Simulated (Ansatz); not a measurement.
# Ga2O3: the cost of one run

Program: Ansatz 0.2.0. Level of theory: DFT r2SCAN, scalar-relativistic, plane waves, PAW. These are calculated values, not measurements.

### Step 1. The system as given

Symmetry: C2/m, No. 12, monoclinic system. Conventional cell: a = 12.256 Å, b = 3.039 Å, c = 5.808 Å, α = 90.00°, β = 103.81°, γ = 90.00°. Ga (site symmetry m) is surrounded by 4 O at 1.83 to 1.87 Å. Ga (site symmetry m) has 6 O at 1.94 to 2.08 Å as nearest neighbours. O (site symmetry m) is surrounded by 3 Ga at 1.83 to 1.94 Å. Around O (site symmetry m) lie 4 Ga at 1.87 to 2.08 Å. O (site symmetry m) has 3 Ga at 1.84 to 1.94 Å as nearest neighbours.

Structure file:

```
CELL_PARAMETERS angstrom
6.12784 -1.51953 0.00253
6.12784 1.51953 0.00253
-1.38838 0.00000 5.63998
ATOMIC_POSITIONS crystal
Ga 0.09052 0.09052 0.79479
Ga 0.90948 0.90948 0.20521
Ga 0.65873 0.65873 0.31448
Ga 0.34127 0.34127 0.68552
O 0.16421 0.16421 0.10916
O 0.83579 0.83579 0.89084
O 0.17334 0.17334 0.56352
O 0.82666 0.82666 0.43648
O 0.49629 0.49629 0.25624
O 0.50371 0.50371 0.74376
```

This cell was relaxed beforehand with the same method: volume 10.50 Å³/atom, gap on the mesh 3.03 eV.

### Step 2. The cell scaled to 0.97 of its volume

Contents of input.yaml:

```yaml
crystal:
  lattice:
    - [6.0659399713, -1.5041807308, 0.0025063912]
    - [6.0659399713, 1.5041807308, 0.0025063912]
    - [-1.3743596592, 0.0, 5.5830040056]
  atoms:
    - { symbol: Ga, position: [0.0905209732, 0.0905209732, 0.7947888376] }
    - { symbol: Ga, position: [0.9094790268, 0.9094790268, 0.2052111624] }
    - { symbol: Ga, position: [0.6587278754, 0.6587278754, 0.3144766575] }
    - { symbol: Ga, position: [0.3412721246, 0.3412721246, 0.6855233425] }
    - { symbol: O, position: [0.1642143314, 0.1642143314, 0.1091577322] }
    - { symbol: O, position: [0.8357856686, 0.8357856686, 0.8908422678] }
    - { symbol: O, position: [0.1733419983, 0.1733419983, 0.5635248266] }
    - { symbol: O, position: [0.8266580017, 0.8266580017, 0.4364751734] }
    - { symbol: O, position: [0.4962851434, 0.4962851434, 0.2562373614] }
    - { symbol: O, position: [0.5037148566, 0.5037148566, 0.7437626386] }
basis:
  ecutwfc: 500
kpoints:
  mp_grid: { grid: [8, 8, 4] }
hamiltonian:
  xc: r2scan
scf:
  occupations: { method: gaussian, width: 0.02 }
output:
  forces: true
  stress: true
  eigenvalues: true
relax:
  adjacent_minimum: "off"
  f_tol: 0.01
  max_steps: 30
  cell: { stress_tol: 0.1, fix: [volume] }
```

The run is started by

```bash
ansatz run input.yaml --threads 8 --pin off --max-ram 22528MiB --backend cpu --events-out ev --progress --plain --runs-dir out
```

**Question.** How long does this run take on 8 threads of Arm Neoverse V2, shared host, and how much memory does it need?

About 44 s, with a peak of 1.1 GiB.
